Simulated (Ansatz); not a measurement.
The system is EuO.

```xyz
2
Lattice="0.0000 2.5720 2.5720 2.5720 0.0000 2.5720 2.5720 2.5720 0.0000" Properties=species:S:1:pos:R:3 pbc="T T T"
Eu    0.0000    0.0000    0.0000
O     2.5720    2.5720    2.5720
```

Base run:

```yaml
Program: Ansatz 0.2.0
Functional: PBE
Potentials_or_basis: all-electron LAPW, scalar-relativistic
Cutoff: 291 eV (chosen from the basis error)
Basis_error_allowed: 0.001 eV/atom
k_mesh: 9 × 9 × 9
Occupations: gaussian, width 0.028 eV
Spin: collinear spin, ferromagnetic start
Starting_moments: "[7.0, 0.0] μB"
```

Its results: pressure -4.0 GPa; net moment 6.98 μB per cell; site moments Eu +6.84; O -0.09 μB.

Question: The run is repeated on the same cell with these changes: functional from PBE to LDA; occupations from gaussian, width 0.028 eV to fermi-dirac, width 0.05 eV. What comes out?

Answer: Pressure -12.8 GPa; net moment 6.93 μB per cell; site moments Eu +6.80; O -0.07 μB.

Caveats: an open f shell can end in a state above the lowest; a cell with one magnetic atom can't hold antiferromagnetic order, which such compounds often take.
